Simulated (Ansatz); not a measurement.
Kick test of a cell of La₂O₃

The structure comes from a generated guess, relaxed at this level; another structure or a mixture of phases may lie lower.

Level of theory: DFT PBE, scalar-relativistic, plane waves, PAW in Ansatz. Cutoff 420 eV; k points 6×6×6 on the computed 10-atom cell (Γ-centred); Gaussian smearing, width 0.02 eV; no spin polarisation.

The cell below (10 atoms, space group R-3c (No. 167)) is relaxed within its symmetry.

```yaml
crystal:
  lattice:
    - [3.12868, 1.80635, 5.26915]
    - [-3.12868, 1.80635, 5.26915]
    - [0.00000, -3.61269, 5.26915]
  atoms:
    - { symbol: La, position: [0.86161, 0.86161, 0.86161] }
    - { symbol: La, position: [0.63839, 0.63839, 0.63839] }
    - { symbol: La, position: [0.13839, 0.13839, 0.13839] }
    - { symbol: La, position: [0.36161, 0.36161, 0.36161] }
    - { symbol: O, position: [0.03664, 0.46336, 0.75000] }
    - { symbol: O, position: [0.75000, 0.03664, 0.46336] }
    - { symbol: O, position: [0.46336, 0.75000, 0.03664] }
    - { symbol: O, position: [0.96336, 0.53664, 0.25000] }
    - { symbol: O, position: [0.25000, 0.96336, 0.53664] }
    - { symbol: O, position: [0.53664, 0.25000, 0.96336] }
```

For the test it was strained at random (σ = 1.5 % a component), the atoms were moved at random (σ = 0.10 Å), and all was relaxed again on a coarse 4×4×4 mesh (in the run’s order of axes) with 0.10 eV smearing, with no symmetry imposed.

Q: Does it come back?

A: It returns, within 1 meV/atom of the unmoved cell on that mesh and with the same symmetry when read at 0.1 Å. So it is stable against the distortions that fit this cell and that this random move excites. Modes that don't fit the cell aren't tested.
